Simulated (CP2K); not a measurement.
# ZrB2 in CP2K: the effect of functional

ZrB2:

```xyz
3
Lattice="3.1700 0.0000 0.0000 -1.5850 2.7453 0.0000 0.0000 0.0000 3.5330" Properties=species:S:1:pos:R:3 pbc="T T T"
Zr    0.0000    0.0000    0.0000
B     1.5850    0.9151    1.7665
B     0.0000    1.8302    1.7665
```

Alike in all runs:

- Program: CP2K 2026.2
- Task: single point
- Potentials or basis: POTENTIAL_UZH Zr GTH-PBE-q12, B GTH-PBE-q3; TZVP-MOLOPT-PBE-GTH basis
- Density cutoff: 9524 eV
- k mesh: 10 × 10 × 8
- Occupations: fermi-dirac, width 0.05 eV
- Spin: no spin polarisation

| functional | pressure (GPa) |
| --- | --- |
| PBE | 2.1 |
| LDA | -3.3 |
| PBEsol | ? |
| BLYP | 8.7 |
| PW91 | 2.4 |
| HLE16 | -47.0 |
| MS2 | 0.3 |

What does the run with functional PBEsol give?

Pressure -1.5 GPa.

Caveats: the basis of atomic orbitals isn't converged, which shifts pressures, moduli and gaps; the potentials were made for another functional, which shifts forces and pressure (some runs); the potentials were made for a functional far from this one (some runs); the cell as given lies far from equilibrium (some runs).
